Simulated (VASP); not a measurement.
# AlFe (R-3m) in VASP: notebook

The runs below take AlFe through single point, with PBE.

Program: VASP 6.6.1. These are calculated values, not measurements. Logs are shortened: lines on timing, memory, paths and dates and some standing lists are left out, and cuts for length are marked.

## (1) The cell of the first run

The structure is trigonal, space group R-3m (No. 166). The conventional cell has a = 4.157 Å, b = 4.157 Å, c = 4.939 Å, α = 90.00°, β = 90.00°, γ = 120.00°. Around Al (site symmetry -3m) lie 8 Fe at 2.47 to 2.54 Å. Fe (site symmetry -3m) has 8 Al at 2.47 to 2.54 Å as nearest neighbours.

## (2) Single point, PBE, collinear spin, typed start

Input file INCAR:

```
SYSTEM = AlFe
  PREC = Accurate
  ENCUT = 520
  EDIFF = 1E-6
  ISMEAR = -1
  SIGMA = 0.025
  LREAL = .FALSE.
  LASPH = .TRUE.
  NELM = 150
  ALGO = Normal
  ISIF = 2
  LWAVE = .FALSE.
  LCHARG = .FALSE.
  ISPIN = 2
  MAGMOM = 0 3
  LORBIT = 11
  LMAXMIX = 4
  GGA = PE
  NBANDS = 16
```

Input file KPOINTS:

```
Automatic mesh
0
G
  10 10 10
  0 0 0
```

Input file POSCAR:

```
AlFe
1.0
    2.9102959362     -0.0292479683     -0.0292479683
   -0.0292479683      2.9102959362     -0.0292479683
   -0.0292479683     -0.0292479683      2.9102959362
Al Fe
1 1
Direct
    0.0000000000      0.0000000000      0.0000000000
    0.5000000000      0.5000000000      0.5000000000
```

Potentials or basis: VASP PAW PBE potentials, release 64 (Al, Fe).

Command:

```console
cat potpaw_PBE.64/Al/POTCAR potpaw_PBE.64/Fe/POTCAR > POTCAR
mpirun -np 1 vasp_std > vasp.out
```

OUTCAR:

```text
SYSTEM = AlFe
   PREC = Accurate
   ENCUT = 520
   EDIFF = 1E-6
   ISMEAR = -1
   LREAL = .FALSE.
   LASPH = .TRUE.
   NELM = 150
   ISIF = 2
   ISPIN = 2
   LORBIT = 11
   GGA = PE

 ion  position               nearest neighbor table
   1  0.000  0.000  0.000-   2 2.47   2 2.47   2 2.54   2 2.54   2 2.54   2 2.54   2 2.54   2 2.54

   2  0.500  0.500  0.500-   1 2.47   1 2.47   1 2.54   1 2.54   1 2.54   1 2.54   1 2.54   1 2.54

  LATTYP: Found a trigonal (rhomboedric) cell.
 ALAT       =     2.9105898584
 COS(alpha) =    -0.0199946145

  Lattice vectors:

 A1 = (   2.9102959362,  -0.0292479683,  -0.0292479683)
 A2 = (  -0.0292479683,   2.9102959362,  -0.0292479683)
 A3 = (  -0.0292479683,  -0.0292479683,   2.9102959362)

Analysis of symmetry for initial positions (statically):
=====================================================================
 Subroutine PRICEL returns:
 Original cell was already a primitive cell.

 Routine SETGRP: Setting up the symmetry group for a
 trigonal (rhombohedral) supercell.

 Subroutine GETGRP returns: Found 12 space group operations
 (whereof 12 operations were pure point group operations)
 out of a pool of 12 trial point group operations.

The static configuration has the point symmetry D_3d.

Analysis of symmetry for dynamics (positions and initial velocities):
=====================================================================
 Subroutine PRICEL returns:
 Original cell was already a primitive cell.

 Routine SETGRP: Setting up the symmetry group for a
 trigonal (rhombohedral) supercell.

 Subroutine GETGRP returns: Found 12 space group operations
 (whereof 12 operations were pure point group operations)
 out of a pool of 12 trial point group operations.

The dynamic configuration has the point symmetry D_3d.

Analysis of structural, dynamic, and magnetic symmetry:
=====================================================================
 Subroutine PRICEL returns:
 Original cell was already a primitive cell.

 Routine SETGRP: Setting up the symmetry group for a
 trigonal (rhombohedral) supercell.

 Subroutine GETGRP returns: Found 12 space group operations
 (whereof 12 operations were pure point group operations)
 out of a pool of 12 trial point group operations.

The overall configuration has the point symmetry D_3d.

 Subroutine INISYM returns: Found 12 space group operations
 (whereof 12 operations are pure point group operations),
 and found     1 'primitive' translations

----------------------------------------------------------------------------------------

[... 118 lines left out ...]
   LHFCALC =     F    Hartree Fock is set to
   AEXX    =    0.0000 exact exchange contribution
   IVDW    =     0    specifies the selected vdW correction
   LEPSILON=     F    determine dielectric tensor
   LRPA    =     F    only Hartree local field effects (RPA)
 spin polarized calculation
  energy-cutoff  :      520.00
  volume of cell :       24.64
 maximum number of plane-waves:       696
 NGX is ok and might be reduce to    24
   NGX = 11   NGY = 11   NGZ = 11

 number of electron      10.9999995 magnetization       0.7616332

 Free energy of the ion-electron system (eV)
  ---------------------------------------------------
  ext. energy  EPLUGINS =         0.00000000
  ---------------------------------------------------
  free energy    TOTEN  =       -12.62314904 eV

  energy without entropy =      -12.61852837  energy(sigma->0) =      -12.62083871

 E-fermi :   7.6873     XC(G=0): -11.9706

 val. band max:        7.6857529149   @ k =  -0.2000   0.3000   0.1000
 cond. band min:       7.6943296066   @ k =  -0.3000   0.4000   0.2000
 fundamental gap:      0.0085766917
 Fermi energy:         7.6873163721

 spin component 1

 k-point     1 :       0.0000    0.0000    0.0000
  band No.  band energies     occupation
      1      -2.5578      1.00000
      2       5.2156      1.00000
      3       5.2156      1.00000
      4       7.2178      1.00000
      5       7.2179      1.00000
      6       7.2179      1.00000
[... 435 lines left out ...]
      5       6.5437      1.00000
      6       6.7821      1.00000
[... 8 lines left out ...]
     15      27.0180      0.00000
     16      28.8263      0.00000

 [... further k-points ...]

 spin component 2

 k-point     1 :       0.0000    0.0000    0.0000
  band No.  band energies     occupation
      1      -2.5603      1.00000
      2       5.6673      1.00000
      3       5.6673      1.00000
      4       8.0228      0.00000
      5       8.1394      0.00000
      6       8.1394      0.00000
[... 435 lines left out ...]
      5       7.3353      1.00000
      6       7.6246      0.92478
[... 8 lines left out ...]
     15      26.9925      0.00000
     16      28.7562      0.00000

 [... further k-points ...]

------------------------ aborting loop because EDIFF is reached ----------------------------------------

  FORCE on cell =-STRESS in cart. coord.  units (eV):
  Direction    XX          YY          ZZ          XY          YZ          ZX
  --------------------------------------------------------------------------------------
  -------------------------------------------------------------------------------------
  Total       -0.8783184     -0.8783184     -0.8783184      0.4100283      0.4100283      0.4100283
  in kB      -57.1062407    -57.1062407    -57.1062407     26.6590985     26.6590985     26.6590985
  external PRESSURE =     -57.1062407 kB  Pullay stress =       0.0000000 kB

 VOLUME and BASIS-vectors are now :
 -----------------------------------------------------------------------------
  energy-cutoff  :      520.00
  volume of cell :       24.64
      direct lattice vectors                 reciprocal lattice vectors
     2.910295936 -0.029247968 -0.029247968     0.343677795  0.003488966  0.003488966
    -0.029247968  2.910295936 -0.029247968     0.003488966  0.343677795  0.003488966
    -0.029247968 -0.029247968  2.910295936     0.003488966  0.003488966  0.343677795

 POSITION                                       TOTAL-FORCE (eV/Angst)
 -----------------------------------------------------------------------------------
      0.00000      0.00000      0.00000         0.000000     -0.000000      0.000000
      1.42590      1.42590      1.42590        -0.000000      0.000000      0.000000
 -----------------------------------------------------------------------------------
    total drift:                                0.000000     -0.000000     -0.000000

  FREE ENERGIE OF THE ION-ELECTRON SYSTEM (eV)
  ---------------------------------------------------
  free  energy   TOTEN  =       -12.6231490385 eV

  energy  without entropy=      -12.6185283725  energy(sigma->0) =      -12.62083871

 total charge

# of ion       s       p       d       tot
------------------------------------------
    1        0.396   0.420   0.000   0.816
    2        0.417   0.474   6.453   7.344
--------------------------------------------------
tot          0.813   0.894   6.453   8.160

 magnetization (x)

# of ion       s       p       d       tot
------------------------------------------
    1       -0.009  -0.019   0.000  -0.028
    2        0.000   0.007   0.806   0.813
--------------------------------------------------
tot         -0.008  -0.012   0.806   0.786
```

OSZICAR:

```text
N       E                     dE             d eps       ncg     rms          rms(c)
DAV:   1     0.300108974133E+02    0.30011E+02   -0.44682E+03  7544   0.695E+02
DAV:   2    -0.126571494384E+02   -0.42668E+02   -0.37897E+02  8800   0.139E+02
DAV:   3    -0.140544694305E+02   -0.13973E+01   -0.13839E+01  9080   0.265E+01
DAV:   4    -0.140740761954E+02   -0.19607E-01   -0.19600E-01  9328   0.284E+00
DAV:   5    -0.140747204498E+02   -0.64425E-03   -0.64424E-03  9600   0.563E-01    0.139E+01
DAV:   6    -0.157445683818E+02   -0.16698E+01   -0.41499E+01  8664   0.703E+01    0.174E+01
DAV:   7    -0.126607174809E+02    0.30839E+01   -0.24600E+01  9032   0.454E+01    0.323E+00
DAV:   8    -0.126367162154E+02    0.24001E-01   -0.19886E-01  9688   0.343E+00    0.160E+00
DAV:   9    -0.126263539878E+02    0.10362E-01   -0.14466E-02 10424   0.114E+00    0.110E+00
DAV:  10    -0.126230431605E+02    0.33108E-02   -0.18018E-03  8912   0.359E-01    0.245E-01
DAV:  11    -0.126231410837E+02   -0.97923E-04   -0.36070E-04  9680   0.173E-01    0.105E-01
DAV:  12    -0.126231444531E+02   -0.33694E-05   -0.21177E-05 10160   0.413E-02    0.608E-02
DAV:  13    -0.126231478785E+02   -0.34254E-05   -0.11084E-05  9824   0.275E-02    0.159E-02
DAV:  14    -0.126231490385E+02   -0.11600E-05   -0.32354E-06  5672   0.143E-02    0.260E-03
DAV:  15    -0.126231490385E+02   -0.35243E-11   -0.29183E-07  4696   0.582E-03
   1 F= -.12623149E+02 E0= -.12620839E+02  d E =-.462067E-02  mag=     0.7618
```

stdout:

```text
POSCAR found type information on POSCAR AlFe
 POSCAR found :  2 types and       2 ions
 scaLAPACK will be used
 LDA part: xc-table for (Slater+PW92), standard interpolation
 POSCAR, INCAR and KPOINTS ok, starting setup
 FFT: planning ... GRIDC
 FFT: planning ... GRID_SOFT
 FFT: planning ... GRID
 WAVECAR not read
 entering main loop
```

It took 41 s on 1 thread of Intel Xeon Platinum 8488C (Sapphire Rapids), shared host; peak memory 0.2 GiB.

What came out:

| Item | Value |
| --- | --- |
| Free energy | -12.6231 eV |
| Pressure | -5.7 GPa |
| Band gap on the k mesh | none (metal or under the smearing width) |
| Net moment | 0.76 μB per cell |
| Site moments | Al -0.03; Fe +0.81 μB |
| Valence electrons inside the program's atomic spheres | Al 0.82; Fe 7.34 |

Stress tensor (GPa, compression positive):
```
-5.71  2.67  2.67
 2.67 -5.71  2.67
 2.67  2.67 -5.71
```

## (3) Single point, PBE, collinear spin, typed start

Input file INCAR:

```
SYSTEM = AlFe
  PREC = Accurate
  ENCUT = 520
  EDIFF = 1E-6
  ISMEAR = -1
  SIGMA = 0.025
  LREAL = .False.
  LASPH = .True.
  NELM = 150
  ALGO = Normal
  ISIF = 2
  LWAVE = .False.
  LCHARG = .False.
  ISPIN = 2
  MAGMOM = 0 0.8
  LORBIT = 11
  LMAXMIX = 4
  GGA = PE
  NBANDS = 16
```

Input file KPOINTS:

```
Automatic mesh
0
Gamma
  10 10 10
  0 0 0
```

POSCAR is that of step 2.

Potentials or basis: VASP PAW PBE potentials, release 64 (Al, Fe).

Command:

```console
cat potpaw_PBE.64/Al/POTCAR potpaw_PBE.64/Fe/POTCAR > POTCAR
mpirun -np 1 vasp_std > vasp.out
```

OUTCAR:

```text
SYSTEM = AlFe
   PREC = Accurate
   ENCUT = 520
   EDIFF = 1E-6
   ISMEAR = -1
   LREAL = .False.
   LASPH = .True.
   NELM = 150
   ISIF = 2
   ISPIN = 2
   LORBIT = 11
   GGA = PE

 ion  position               nearest neighbor table
   1  0.000  0.000  0.000-   2 2.47   2 2.47   2 2.54   2 2.54   2 2.54   2 2.54   2 2.54   2 2.54

   2  0.500  0.500  0.500-   1 2.47   1 2.47   1 2.54   1 2.54   1 2.54   1 2.54   1 2.54   1 2.54

  LATTYP: Found a trigonal (rhomboedric) cell.
 ALAT       =     2.9105898584
 COS(alpha) =    -0.0199946145

  Lattice vectors:

 A1 = (   2.9102959362,  -0.0292479683,  -0.0292479683)
 A2 = (  -0.0292479683,   2.9102959362,  -0.0292479683)
 A3 = (  -0.0292479683,  -0.0292479683,   2.9102959362)

Analysis of symmetry for initial positions (statically):
=====================================================================
 Subroutine PRICEL returns:
 Original cell was already a primitive cell.

 Routine SETGRP: Setting up the symmetry group for a
 trigonal (rhombohedral) supercell.

 Subroutine GETGRP returns: Found 12 space group operations
 (whereof 12 operations were pure point group operations)
 out of a pool of 12 trial point group operations.

The static configuration has the point symmetry D_3d.

Analysis of symmetry for dynamics (positions and initial velocities):
=====================================================================
 Subroutine PRICEL returns:
 Original cell was already a primitive cell.

 Routine SETGRP: Setting up the symmetry group for a
 trigonal (rhombohedral) supercell.

 Subroutine GETGRP returns: Found 12 space group operations
 (whereof 12 operations were pure point group operations)
 out of a pool of 12 trial point group operations.

The dynamic configuration has the point symmetry D_3d.

Analysis of structural, dynamic, and magnetic symmetry:
=====================================================================
 Subroutine PRICEL returns:
 Original cell was already a primitive cell.

 Routine SETGRP: Setting up the symmetry group for a
 trigonal (rhombohedral) supercell.
[... 151 lines left out ...]

  energy without entropy =      -12.61853069  energy(sigma->0) =      -12.62083989

 E-fermi :   7.6871     XC(G=0): -11.9706

 val. band max:        7.6854311751   @ k =  -0.2000   0.3000   0.1000
 cond. band min:       7.6941180477   @ k =  -0.3000   0.4000   0.2000
 fundamental gap:      0.0086868726
 Fermi energy:         7.6870685964

 spin component 1

 k-point     1 :       0.0000    0.0000    0.0000
  band No.  band energies     occupation
      1      -2.5578      1.00000
      2       5.2156      1.00000
      3       5.2156      1.00000
      4       7.2179      1.00000
      5       7.2180      1.00000
      6       7.2180      1.00000
[... 435 lines left out ...]
      5       6.5438      1.00000
      6       6.7822      1.00000
[... 8 lines left out ...]
     15      27.0180      0.00000
     16      28.8264      0.00000

 [... further k-points ...]

 spin component 2

 k-point     1 :       0.0000    0.0000    0.0000
  band No.  band energies     occupation
      1      -2.5603      1.00000
      2       5.6671      1.00000
      3       5.6671      1.00000
      4       8.0220      0.00000
      5       8.1393      0.00000
      6       8.1393      0.00000
[... 435 lines left out ...]
      5       7.3349      1.00000
      6       7.6243      0.92480
[... 8 lines left out ...]
     15      26.9925      0.00000
     16      28.7563      0.00000

 [... further k-points ...]

------------------------ aborting loop because EDIFF is reached ----------------------------------------

  FORCE on cell =-STRESS in cart. coord.  units (eV):
  Direction    XX          YY          ZZ          XY          YZ          ZX
  --------------------------------------------------------------------------------------
  -------------------------------------------------------------------------------------
  Total       -0.8758409     -0.8758409     -0.8758409      0.4089813      0.4089813      0.4089813
  in kB      -56.9451653    -56.9451653    -56.9451653     26.5910228     26.5910228     26.5910228
  external PRESSURE =     -56.9451653 kB  Pullay stress =       0.0000000 kB

 VOLUME and BASIS-vectors are now :
 -----------------------------------------------------------------------------
  energy-cutoff  :      520.00
  volume of cell :       24.64
      direct lattice vectors                 reciprocal lattice vectors
     2.910295936 -0.029247968 -0.029247968     0.343677795  0.003488966  0.003488966
    -0.029247968  2.910295936 -0.029247968     0.003488966  0.343677795  0.003488966
    -0.029247968 -0.029247968  2.910295936     0.003488966  0.003488966  0.343677795

 POSITION                                       TOTAL-FORCE (eV/Angst)
 -----------------------------------------------------------------------------------
      0.00000      0.00000      0.00000        -0.000000     -0.000000      0.000000
      1.42590      1.42590      1.42590         0.000000      0.000000      0.000000
 -----------------------------------------------------------------------------------
    total drift:                                0.000000     -0.000000     -0.000000

  FREE ENERGIE OF THE ION-ELECTRON SYSTEM (eV)
  ---------------------------------------------------
  free  energy   TOTEN  =       -12.6231490826 eV

  energy  without entropy=      -12.6185306874  energy(sigma->0) =      -12.62083989

 total charge

# of ion       s       p       d       tot
------------------------------------------
    1        0.396   0.420   0.000   0.816
    2        0.417   0.474   6.453   7.344
--------------------------------------------------
tot          0.813   0.894   6.453   8.160

 magnetization (x)

# of ion       s       p       d       tot
------------------------------------------
    1       -0.009  -0.019   0.000  -0.028
    2        0.000   0.007   0.806   0.813
--------------------------------------------------
tot         -0.008  -0.012   0.806   0.786
```

OSZICAR:

```text
N       E                     dE             d eps       ncg     rms          rms(c)
DAV:   1     0.292142398257E+02    0.29214E+02   -0.42185E+03  7536   0.648E+02
DAV:   2    -0.130927481731E+02   -0.42307E+02   -0.37694E+02  8800   0.139E+02
DAV:   3    -0.145043674382E+02   -0.14116E+01   -0.13977E+01  9064   0.267E+01
DAV:   4    -0.145241872025E+02   -0.19820E-01   -0.19814E-01  9368   0.285E+00
DAV:   5    -0.145248220075E+02   -0.63480E-03   -0.63479E-03  9576   0.557E-01    0.135E+01
DAV:   6    -0.167850125113E+02   -0.22602E+01   -0.51539E+01  8640   0.763E+01    0.193E+01
DAV:   7    -0.126517295287E+02    0.41333E+01   -0.31932E+01  9000   0.490E+01    0.280E+00
DAV:   8    -0.126355705657E+02    0.16159E-01   -0.13180E-01  9184   0.266E+00    0.163E+00
DAV:   9    -0.126238897481E+02    0.11681E-01   -0.64802E-02  9616   0.204E+00    0.687E-01
DAV:  10    -0.126230650776E+02    0.82467E-03   -0.14874E-03 10288   0.289E-01    0.232E-01
DAV:  11    -0.126231488336E+02   -0.83756E-04   -0.51793E-04 10416   0.176E-01    0.115E-01
DAV:  12    -0.126231468069E+02    0.20267E-05   -0.14071E-04 10592   0.955E-02    0.553E-02
DAV:  13    -0.126231494593E+02   -0.26525E-05   -0.17052E-05 10080   0.302E-02    0.203E-02
DAV:  14    -0.126231490826E+02    0.37674E-06   -0.93579E-07  5120   0.103E-02
   1 F= -.12623149E+02 E0= -.12620840E+02  d E =-.461840E-02  mag=     0.7618
```

stdout:

```text
POSCAR found type information on POSCAR AlFe
 POSCAR found :  2 types and       2 ions
 scaLAPACK will be used
 LDA part: xc-table for (Slater+PW92), standard interpolation
 POSCAR, INCAR and KPOINTS ok, starting setup
 FFT: planning ... GRIDC
 FFT: planning ... GRID_SOFT
 FFT: planning ... GRID
 WAVECAR not read
 entering main loop
```

Run time: 41 s. Hardware: 1 thread of Intel Xeon Platinum 8488C (Sapphire Rapids), shared host; peak memory 0.19 GiB.

Results:

- Free energy: -12.6231 eV
- Pressure: -5.7 GPa
- Band gap on the k mesh: none (metal or under the smearing width)
- Net moment: 0.76 μB per cell
- Site moments: Al -0.03; Fe +0.81 μB
- Valence electrons inside the program's atomic spheres: Al 0.82; Fe 7.34

Stress tensor (GPa, compression positive):
```
-5.69  2.66  2.66
 2.66 -5.69  2.66
 2.66  2.66 -5.69
```
